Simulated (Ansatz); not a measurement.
# InP: the cost of one run

Method: DFT PBE, scalar-relativistic, plane waves, PAW, in Ansatz 0.2.0.

The COD entry's cell or inner coordinates are ideal or old and differ from later refinements, so a difference from it is no clean test against experiment.

**1. The starting structure**

The structure is cubic, space group F-43m (No. 216). Conventional cell: a = 5.861 Å, b = 5.861 Å, c = 5.861 Å, α = 90.00°, β = 90.00°, γ = 90.00°. In (site symmetry -43m) has 4 P at 2.54 Å as nearest neighbours. P (site symmetry -43m) has 4 In at 2.54 Å as nearest neighbours.

Structure file:

```
CELL_PARAMETERS angstrom
0.00000 8.79150 8.79150
8.79150 0.00000 8.79150
8.79150 8.79150 0.00000
ATOMIC_POSITIONS crystal
In 0.00000 0.00000 0.00000
In 0.00000 0.00000 0.33333
In 0.00000 0.00000 0.66667
In 0.00000 0.33333 0.00000
In 0.00000 0.33333 0.33333
In 0.00000 0.33333 0.66667
In 0.00000 0.66667 0.00000
In 0.00000 0.66667 0.33333
In 0.00000 0.66667 0.66667
In 0.33333 0.00000 0.00000
In 0.33333 0.00000 0.33333
In 0.33333 0.00000 0.66667
In 0.33333 0.33333 0.00000
In 0.33333 0.33333 0.33333
In 0.33333 0.33333 0.66667
In 0.33333 0.66667 0.00000
In 0.33333 0.66667 0.33333
In 0.33333 0.66667 0.66667
In 0.66667 0.00000 0.00000
In 0.66667 0.00000 0.33333
In 0.66667 0.00000 0.66667
In 0.66667 0.33333 0.00000
In 0.66667 0.33333 0.33333
In 0.66667 0.33333 0.66667
In 0.66667 0.66667 0.00000
In 0.66667 0.66667 0.33333
In 0.66667 0.66667 0.66667
P 0.08333 0.08333 0.08333
P 0.08333 0.08333 0.41667
P 0.08333 0.08333 0.75000
P 0.08333 0.41667 0.08333
P 0.08333 0.41667 0.41667
P 0.08333 0.41667 0.75000
P 0.08333 0.75000 0.08333
P 0.08333 0.75000 0.41667
P 0.08333 0.75000 0.75000
P 0.41667 0.08333 0.08333
P 0.41667 0.08333 0.41667
P 0.41667 0.08333 0.75000
P 0.41667 0.41667 0.08333
P 0.41667 0.41667 0.41667
P 0.41667 0.41667 0.75000
P 0.41667 0.75000 0.08333
P 0.41667 0.75000 0.41667
P 0.41667 0.75000 0.75000
P 0.75000 0.08333 0.08333
P 0.75000 0.08333 0.41667
P 0.75000 0.08333 0.75000
P 0.75000 0.41667 0.08333
P 0.75000 0.41667 0.41667
P 0.75000 0.41667 0.75000
P 0.75000 0.75000 0.08333
P 0.75000 0.75000 0.41667
P 0.75000 0.75000 0.75000
```

The runs take a perfect supercell of 54 atoms; the defect goes to fractional position (0.083, 0.083, 0.083).

**2. The perfect supercell**

Input file input.yaml:

```yaml
crystal:
  lattice:
    - [0.0, 8.7915, 8.7915]
    - [8.7915, 0.0, 8.7915]
    - [8.7915, 8.7915, 0.0]
  atoms:
    - { symbol: In, position: [0.0, 0.0, 0.0] }
    - { symbol: In, position: [0.0, 0.0, 0.333333] }
    - { symbol: In, position: [0.0, 0.0, 0.666667] }
    - { symbol: In, position: [0.0, 0.333333, 0.0] }
    - { symbol: In, position: [0.0, 0.333333, 0.333333] }
    - { symbol: In, position: [0.0, 0.333333, 0.666667] }
    - { symbol: In, position: [0.0, 0.666667, 0.0] }
    - { symbol: In, position: [0.0, 0.666667, 0.333333] }
    - { symbol: In, position: [0.0, 0.666667, 0.666667] }
    - { symbol: In, position: [0.333333, 0.0, 0.0] }
    - { symbol: In, position: [0.333333, 0.0, 0.333333] }
    - { symbol: In, position: [0.333333, 0.0, 0.666667] }
    - { symbol: In, position: [0.333333, 0.333333, 0.0] }
    - { symbol: In, position: [0.333333, 0.333333, 0.333333] }
    - { symbol: In, position: [0.333333, 0.333333, 0.666667] }
    - { symbol: In, position: [0.333333, 0.666667, 0.0] }
    - { symbol: In, position: [0.333333, 0.666667, 0.333333] }
    - { symbol: In, position: [0.333333, 0.666667, 0.666667] }
    - { symbol: In, position: [0.666667, 0.0, 0.0] }
    - { symbol: In, position: [0.666667, 0.0, 0.333333] }
    - { symbol: In, position: [0.666667, 0.0, 0.666667] }
    - { symbol: In, position: [0.666667, 0.333333, 0.0] }
    - { symbol: In, position: [0.666667, 0.333333, 0.333333] }
    - { symbol: In, position: [0.666667, 0.333333, 0.666667] }
    - { symbol: In, position: [0.666667, 0.666667, 0.0] }
    - { symbol: In, position: [0.666667, 0.666667, 0.333333] }
    - { symbol: In, position: [0.666667, 0.666667, 0.666667] }
    - { symbol: P, position: [0.083333, 0.083333, 0.083333] }
    - { symbol: P, position: [0.083333, 0.083333, 0.416667] }
    - { symbol: P, position: [0.083333, 0.083333, 0.75] }
    - { symbol: P, position: [0.083333, 0.416667, 0.083333] }
    - { symbol: P, position: [0.083333, 0.416667, 0.416667] }
    - { symbol: P, position: [0.083333, 0.416667, 0.75] }
    - { symbol: P, position: [0.083333, 0.75, 0.083333] }
    - { symbol: P, position: [0.083333, 0.75, 0.416667] }
    - { symbol: P, position: [0.083333, 0.75, 0.75] }
    - { symbol: P, position: [0.416667, 0.083333, 0.083333] }
    - { symbol: P, position: [0.416667, 0.083333, 0.416667] }
    - { symbol: P, position: [0.416667, 0.083333, 0.75] }
    - { symbol: P, position: [0.416667, 0.416667, 0.083333] }
    - { symbol: P, position: [0.416667, 0.416667, 0.416667] }
    - { symbol: P, position: [0.416667, 0.416667, 0.75] }
    - { symbol: P, position: [0.416667, 0.75, 0.083333] }
    - { symbol: P, position: [0.416667, 0.75, 0.416667] }
    - { symbol: P, position: [0.416667, 0.75, 0.75] }
    - { symbol: P, position: [0.75, 0.083333, 0.083333] }
    - { symbol: P, position: [0.75, 0.083333, 0.416667] }
    - { symbol: P, position: [0.75, 0.083333, 0.75] }
    - { symbol: P, position: [0.75, 0.416667, 0.083333] }
    - { symbol: P, position: [0.75, 0.416667, 0.416667] }
    - { symbol: P, position: [0.75, 0.416667, 0.75] }
    - { symbol: P, position: [0.75, 0.75, 0.083333] }
    - { symbol: P, position: [0.75, 0.75, 0.416667] }
    - { symbol: P, position: [0.75, 0.75, 0.75] }
basis:
  ecutwfc: 420
  fft_grid_basis: typed
kpoints:
  mp_grid: { grid: [1, 1, 1] }
hamiltonian:
  xc: pbe
  pseudopotentials: { kind: paw }
scf:
  occupations: { method: gaussian, width: 0.05 }
output:
  forces: true
  stress: false
  eigenvalues: true
  bader: false
  write_density: true
  volumetric_format: npy
```

Run with:

```bash
$ ansatz run input.yaml --threads 8 --pin off --max-ram 16384MiB --backend cpu --events-out ev --progress --plain --runs-dir out
```

What time and memory should one allow on 8 threads of Arm Neoverse N1, shared host?

About 8.8 s, with a peak of 1.6 GiB.
